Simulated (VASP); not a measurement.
# MnO (P6_3mc) in VASP: further runs

The runs below take MnO through single point, with PBEsol.

All numbers are computed with VASP 6.6.1; they aren't measurements. Logs are shortened: lines on timing, memory, paths and dates and some standing lists are left out, and cuts for length are marked.

**1. The crystal as given**

The structure is hexagonal, space group P6_3mc (No. 186). The conventional cell has a = 3.372 Å, b = 3.372 Å, c = 5.386 Å, α = 90.00°, β = 90.00°, γ = 120.00°. Mn (site symmetry 3m) is surrounded by 4 O at 1.96 to 2.08 Å. O (site symmetry 3m) is surrounded by 4 Mn at 1.96 to 2.08 Å.

Measurements of this composition are mostly on another form, of space group No. 225.

**2. Single point, PBEsol, collinear spin, ferromagnetic start**

Input file INCAR:

```
SYSTEM = MnO
PREC = Accurate ; ENCUT = 450
EDIFF = 1E-6 ; ISMEAR = 0
SIGMA = 0.01 ; LREAL = .FALSE.
LASPH = .TRUE. ; NELM = 100
ALGO = Normal ; ISIF = 2
LWAVE = .FALSE. ; LCHARG = .FALSE.
ISPIN = 2 ; MAGMOM = 4 4 0 0
LORBIT = 11 ; LMAXMIX = 4
GGA = PS ; NBANDS = 31
ADDGRID = .FALSE.
```

Input file KPOINTS:

```
Automatic mesh
0
G
  4 4 3
  0 0 0
```

Input file POSCAR:

```
MnO
1.0
    3.3717000000      0.0000000000      0.0000000000
   -1.6858500000      2.9199778539      0.0000000000
    0.0000000000      0.0000000000      5.3855000000
Mn O
2 2
Direct
    0.6666666667      0.3333333333      0.5109600000
    0.3333333333      0.6666666667      0.0109600000
    0.6666666667      0.3333333333      0.8754700000
    0.3333333333      0.6666666667      0.3754700000
```

Potentials or basis: VASP PAW PBE potentials, release 64 (Mn_pv, O).

Launch:

```console
$ cat potpaw_PBE.64/Mn_pv/POTCAR potpaw_PBE.64/O/POTCAR > POTCAR
$ mpirun -np 1 vasp_std > vasp.out
```

OUTCAR:

```text
SYSTEM = MnO
   PREC = Accurate
   ENCUT = 450
   EDIFF = 1E-6
   ISMEAR = 0
   LREAL = .FALSE.
   LASPH = .TRUE.
   NELM = 100
   ISIF = 2
   ISPIN = 2
   LORBIT = 11
   GGA = PS

 Found      8 irreducible k-points:

 Following reciprocal coordinates:
            Coordinates               Weight
  0.000000  0.000000  0.000000      1.000000
  0.250000  0.000000  0.000000      6.000000
  0.500000  0.000000  0.000000      3.000000
  0.250000  0.250000  0.000000      6.000000
  0.000000  0.000000  0.333333      2.000000
  0.250000  0.000000  0.333333     12.000000
   k-points           NKPTS =      8   k-points in BZ     NKDIM =      8   number of bands    NBANDS=     31
   number of dos      NEDOS =    301   number of ions     NIONS =      4
   total plane-waves  NPLWV =  23040
   dimension x,y,z NGX =    24 NGY =   24 NGZ =   40
   dimension x,y,z NGXF=    48 NGYF=   48 NGZF=   80
   ions per type =               2   2
   NGX,Y,Z   is equivalent  to a cutoff of  11.83, 11.83, 12.35 a.u.
   NGXF,Y,Z  is equivalent  to a cutoff of  23.67, 23.67, 24.70 a.u.
 SYSTEM =  MnO
   PREC   = accura    normal or accurate (medium, high low for compatibility)
   ISTART =      0    job   : 0-new  1-cont  2-samecut
   ICHARG =      2    charge: 1-file 2-atom 10-const
   ISPIN  =      2    spin polarized calculation?
   LNONCOLLINEAR =      F non collinear calculations
   LSORBIT =      F    spin-orbit coupling
   LASPH  =      T    aspherical Exc in radial PAW
   ENCUT  =  450.0 eV  33.07 Ry    5.75 a.u.   5.83  5.83  9.32*2*pi/ulx,y,z
   NELM   =    100;   NELMIN=  2; NELMDL= -5     # of ELM steps
   EDIFF  = 0.1E-05   stopping-criterion for ELM
   LREAL  =      F    real-space projection
   EDIFFG = 0.1E-04   stopping-criterion for IOM
   NSW    =      0    number of steps for IOM
   IBRION =     -1    ionic relax: 0-MD 1-quasi-New 2-CG
   NFREE  =      0    steps in history (QN), initial steepest desc. (CG)
   ISIF   =      2    stress and relaxation
   ISYM   =      2    0-nonsym 1-usesym 2-fastsym
   POTIM  = 0.5000    time-step for ionic-motion
   TEBEG  =    0.0;   TEEND  =   0.0 temperature during run
   PSTRESS=    0.0 pullay stress
   NELECT =      38.0000    total number of electrons
   NUPDOWN=      -1.0000    fix difference up-down
   EMIN   =  10.00;   EMAX   =-10.00  energy-range for DOS
   EFERMI =   0.00;   METHOD = LEGACY
   ISMEAR =     0;   SIGMA  =   0.01  broadening in eV -4-tet -1-fermi 0-gaus
   EFERMI_NEDOS =   21; number of points for ismear=-14 and -15
   IALGO  =     38    algorithm
   IMIX   =      4    mixing-type and parameters
     AMIX     =   0.40;   BMIX     =  1.00
     AMIX_MAG =   1.60;   BMIX_MAG =  1.00
  volume/ion in A,a.u.               =      13.26        89.45
  Fermi-wavevector in a.u.,A,eV,Ry     =   1.465046  2.768535 29.202988  2.146359
  Thomas-Fermi vector in A             =   2.580949
   LORBIT       =     11    0 simple, 1 ext, 2 COOP (PROOUT), +10 PAW based schemes
   GGA     = PS    functional components
   LHFCALC =     F    Hartree Fock is set to
   AEXX    =    0.0000 exact exchange contribution
   IVDW    =     0    specifies the selected vdW correction
   LEPSILON=     F    determine dielectric tensor
   LRPA    =     F    only Hartree local field effects (RPA)
 spin polarized calculation
 Gauss-broadening in eV      SIGMA  =   0.01
  energy-cutoff  :      450.00
  volume of cell :       53.02
 maximum number of plane-waves:      1162
 NGX is ok and might be reduce to    24
   NGX = 11   NGY = 11   NGZ = 19

 number of electron      37.9999974 magnetization      10.0168184

 number of electron      37.9999974 magnetization       9.9563808

 Free energy of the ion-electron system (eV)
  ---------------------------------------------------
  ext. energy  EPLUGINS =         0.00000000
  ---------------------------------------------------
  free energy    TOTEN  =       -34.26087728 eV

  energy without entropy =      -34.26075974  energy(sigma->0) =      -34.26081851

 E-fermi :   5.7577     XC(G=0): -10.8278

 val. band max:        5.7577419379   @ k =   0.0000   0.0000   0.0000
 cond. band min:       5.7577428652   @ k =   0.0000   0.0000   0.0000
 fundamental gap:      0.0000009273
 Fermi energy:         5.7577424016

 spin component 1

 k-point     1 :       0.0000    0.0000    0.0000
  band No.  band energies     occupation
      1     -44.7093      1.00000
      2     -44.7060      1.00000
      3     -44.7060      1.00000
      4     -44.6998      1.00000
      5     -44.6998      1.00000
      6     -44.6716      1.00000
[... 193 lines left out ...]
     30      16.5154      0.00000
     31      16.9894      0.00000

 [... further k-points ...]

 spin component 2

 k-point     1 :       0.0000    0.0000    0.0000
  band No.  band energies     occupation
      1     -40.0695      1.00000
      2     -40.0329      1.00000
      3     -40.0329      1.00000
      4     -40.0248      1.00000
      5     -40.0248      1.00000
      6     -40.0188      1.00000
[... 193 lines left out ...]
     30      18.0761      0.00000
     31      18.5253      0.00000

 [... further k-points ...]

------------------------ aborting loop because EDIFF is reached ----------------------------------------

  FORCE on cell =-STRESS in cart. coord.  units (eV):
  Direction    XX          YY          ZZ          XY          YZ          ZX
  --------------------------------------------------------------------------------------
  -------------------------------------------------------------------------------------
  Total       -0.7934137     -0.7934137      1.5651049      0.0000000      0.0000000     -0.0000000
  in kB      -23.9748432    -23.9748432     47.2932905      0.0000000      0.0000000     -0.0000000
  external PRESSURE =      -0.2187986 kB  Pullay stress =       0.0000000 kB

 VOLUME and BASIS-vectors are now :
 -----------------------------------------------------------------------------
  energy-cutoff  :      450.00
  volume of cell :       53.02
      direct lattice vectors                 reciprocal lattice vectors
     3.371700000  0.000000000  0.000000000     0.296586292  0.171234175  0.000000000
    -1.685850000  2.919977854  0.000000000     0.000000000  0.342468351  0.000000000
     0.000000000  0.000000000  5.385500000     0.000000000  0.000000000  0.185683781

 POSITION                                       TOTAL-FORCE (eV/Angst)
 -----------------------------------------------------------------------------------
      1.68585      0.97333      2.75178         0.000000      0.000000     -0.620160
     -0.00000      1.94665      0.05903         0.000000     -0.000000     -0.620160
      1.68585      0.97333      4.71484         0.000000     -0.000000      0.620160
     -0.00000      1.94665      2.02209        -0.000000     -0.000000      0.620160
 -----------------------------------------------------------------------------------
    total drift:                                0.000000      0.000001      0.003829

  FREE ENERGIE OF THE ION-ELECTRON SYSTEM (eV)
  ---------------------------------------------------
  free  energy   TOTEN  =       -34.2608772826 eV

  energy  without entropy=      -34.2607597431  energy(sigma->0) =      -34.26081851

 total charge

# of ion       s       p       d       tot
------------------------------------------
    1        0.245   6.235   4.952  11.432
    2        0.245   6.235   4.952  11.432
    3        1.561   3.444   0.000   5.006
    4        1.561   3.444   0.000   5.006
--------------------------------------------------
tot          3.612  19.359   9.904  32.876

 magnetization (x)

# of ion       s       p       d       tot
------------------------------------------
    1        0.035   0.063   4.302   4.399
    2        0.035   0.063   4.302   4.399
    3        0.017   0.181   0.000   0.198
    4        0.017   0.181   0.000   0.198
--------------------------------------------------
tot          0.104   0.488   8.604   9.195
```

OSZICAR:

```text
N       E                     dE             d eps       ncg     rms          rms(c)
DAV:   1     0.418503651527E+03    0.41850E+03   -0.19764E+04  1007   0.132E+03
DAV:   2    -0.577800520226E+01   -0.42428E+03   -0.39658E+03  1027   0.410E+02
DAV:   3    -0.388645000627E+02   -0.33086E+02   -0.32408E+02  1146   0.125E+02
DAV:   4    -0.393398409346E+02   -0.47534E+00   -0.47512E+00  1062   0.162E+01
DAV:   5    -0.393451680821E+02   -0.53271E-02   -0.53269E-02  1146   0.175E+00    0.219E+01
DAV:   6    -0.351124130212E+02    0.42328E+01   -0.29446E+01  1197   0.507E+01    0.203E+01
DAV:   7    -0.342594345435E+02    0.85298E+00   -0.39504E+00  1000   0.265E+01    0.129E+01
DAV:   8    -0.342870279879E+02   -0.27593E-01   -0.53716E-01  1111   0.424E+00    0.756E+00
DAV:   9    -0.342492337685E+02    0.37794E-01   -0.13570E-01  1072   0.321E+00    0.209E+00
DAV:  10    -0.342558652956E+02   -0.66315E-02   -0.38231E-02  1062   0.178E+00    0.979E-01
DAV:  11    -0.342602694264E+02   -0.44041E-02   -0.67954E-03  1041   0.806E-01    0.310E-01
DAV:  12    -0.342608337243E+02   -0.56430E-03   -0.42777E-04  1184   0.222E-01    0.659E-02
DAV:  13    -0.342608547189E+02   -0.20995E-04   -0.11824E-04  1049   0.688E-02    0.586E-02
DAV:  14    -0.342608767607E+02   -0.22042E-04   -0.55121E-05  1034   0.470E-02    0.226E-02
DAV:  15    -0.342608772826E+02   -0.52189E-06   -0.46352E-06  1019   0.166E-02
   1 F= -.34260877E+02 E0= -.34260819E+02  d E =-.117539E-03  mag=     9.9578
```

stdout:

```text
POSCAR found type information on POSCAR MnO
 POSCAR found :  2 types and       4 ions
 scaLAPACK will be used
 -----------------------------------------------------------------------------
|                                                                             |
|                                                                             |
|     You enforced a specific xc type in the INCAR file but a different       |
|     I HOPE YOU KNOW WHAT YOU ARE DOING!                                     |
|                                                                             |
 -----------------------------------------------------------------------------

 LDA part: xc-table for (Slater+PW92), standard interpolation
 POSCAR, INCAR and KPOINTS ok, starting setup
 FFT: planning ... GRIDC
 FFT: planning ... GRID_SOFT
 FFT: planning ... GRID
 WAVECAR not read
 entering main loop
```

It took 13 s on 1 thread of AMD EPYC 9R45 (Zen 5), shared host; peak memory 0.14 GiB.

The run converged, but some of its settings lie outside the range that counts as converged, so its numbers aren't taken as properties of the crystal.

What came out:

- Free energy: -34.2609 eV
- Largest force: 0.620 eV/Å
- Band gap on the k mesh: none (metal or under the smearing width)
- Net moment: 9.96 μB per cell
- Site moments: Mn +4.40; O +0.20 μB
- Valence electrons inside the program's atomic spheres: Mn 11.43; O 5.01

Caveat: the k mesh is coarse (spacing up to 0.54 Å⁻¹), so the values aren't converged; the cutoff is under 1.25 times the usual one of these potentials, so pressure, stress and relaxed cells hold a basis-set (Pulay) error; the PAW data sets were made with another functional, which shifts forces and pressure a little; semilocal functionals often make such compounds metallic where correlation or magnetic order opens a gap, which also shifts bond lengths; only a ferromagnetic start was run, and an antiferromagnetic order may lie lower in energy.

**3. Single point, PBEsol, collinear spin, ferromagnetic start**

Edit INCAR of step 2 so:

```diff
@@ -1,5 +1,5 @@
 SYSTEM = MnO
-PREC = Accurate ; ENCUT = 450
+PREC = Low ; ENCUT = 450
 EDIFF = 1E-6 ; ISMEAR = 0
-SIGMA = 0.01 ; LREAL = .FALSE.
+SIGMA = 0.05 ; LREAL = .FALSE.
 LASPH = .TRUE. ; NELM = 100
```

KPOINTS is that of step 2.

POSCAR is that of step 2.

Potentials or basis: VASP PAW PBE potentials, release 64 (Mn_pv, O).

Launch:

```console
$ cat potpaw_PBE.64/Mn_pv/POTCAR potpaw_PBE.64/O/POTCAR > POTCAR
$ mpirun -np 1 vasp_std > vasp.out
```

Run time: 8.8 s. Hardware: 1 thread of AMD EPYC 9R45 (Zen 5), shared host; peak memory 0.09 GiB.

The run converged, but some of its settings lie outside the range that counts as converged, so its numbers aren't taken as properties of the crystal.

What came out:

| Quantity | Value |
| --- | --- |
| Free energy | -34.2713 eV |
| Largest force | 0.601 eV/Å |
| Band gap on the k mesh | none (metal or under the smearing width) |
| Net moment | 9.96 μB per cell |
| Site moments | Mn +4.40; O +0.20 μB |
| Valence electrons inside the program's atomic spheres | Mn 11.43; O 5.01 |

Caveat: the k mesh is coarse (spacing up to 0.54 Å⁻¹), so the values aren't converged; the cutoff is under 1.25 times the usual one of these potentials, so pressure, stress and relaxed cells hold a basis-set (Pulay) error; the PAW data sets were made with another functional, which shifts forces and pressure a little; semilocal functionals often make such compounds metallic where correlation or magnetic order opens a gap, which also shifts bond lengths; only a ferromagnetic start was run, and an antiferromagnetic order may lie lower in energy.

**4. Single point, PBEsol, collinear spin, ferromagnetic start**

Edit INCAR of step 3 so:

```diff
@@ -1,3 +1,3 @@
 SYSTEM = MnO
-PREC = Low ; ENCUT = 450
+PREC = Normal ; ENCUT = 450
 EDIFF = 1E-6 ; ISMEAR = 0
```

KPOINTS is that of step 3.

POSCAR is that of step 3.

Launch:

```console
$ cat potpaw_PBE.64/Mn_pv/POTCAR potpaw_PBE.64/O/POTCAR > POTCAR
$ mpirun -np 1 vasp_std > vasp.out
```

Run time: 10 s. Hardware: 1 thread of AMD EPYC 9R45 (Zen 5), shared host; peak memory 0.11 GiB.

The run converged, but some of its settings lie outside the range that counts as converged, so its numbers aren't taken as properties of the crystal.

Results:

```
Free energy                                           : -34.2627 eV
Largest force                                         : 0.624 eV/Å
Band gap on the k mesh                                : none (metal or under the smearing width)
Net moment                                            : 9.96 μB per cell
Site moments                                          : Mn +4.40; O +0.20 μB
Valence electrons inside the program's atomic spheres : Mn 11.43; O 5.01
```

Caveat: the k mesh is coarse (spacing up to 0.54 Å⁻¹), so the values aren't converged; the cutoff is under 1.25 times the usual one of these potentials, so pressure, stress and relaxed cells hold a basis-set (Pulay) error; the PAW data sets were made with another functional, which shifts forces and pressure a little; semilocal functionals often make such compounds metallic where correlation or magnetic order opens a gap, which also shifts bond lengths; only a ferromagnetic start was run, and an antiferromagnetic order may lie lower in energy.

**5. For comparison**

An earlier run on the cell as given: functional PBE; potentials or basis VASP PAW PBE potentials, release 64 (Mn_pv, O); cutoff 520 eV; k mesh 9 × 9 × 5; occupations fermi-dirac, width 0.05 eV; collinear spin, ferromagnetic start; starting moments [4.0, 4.0, 0.0, 0.0] μB.

- Pressure: 6.5 GPa
- Largest force: 0.663 eV/Å
- Band gap on the k mesh: none (metal or under the smearing width)
- Net moment: 9.99 μB per cell
- Site moments: Mn +4.41; O +0.20 μB
- Valence electrons inside the program's atomic spheres: Mn 11.43; O 5.02
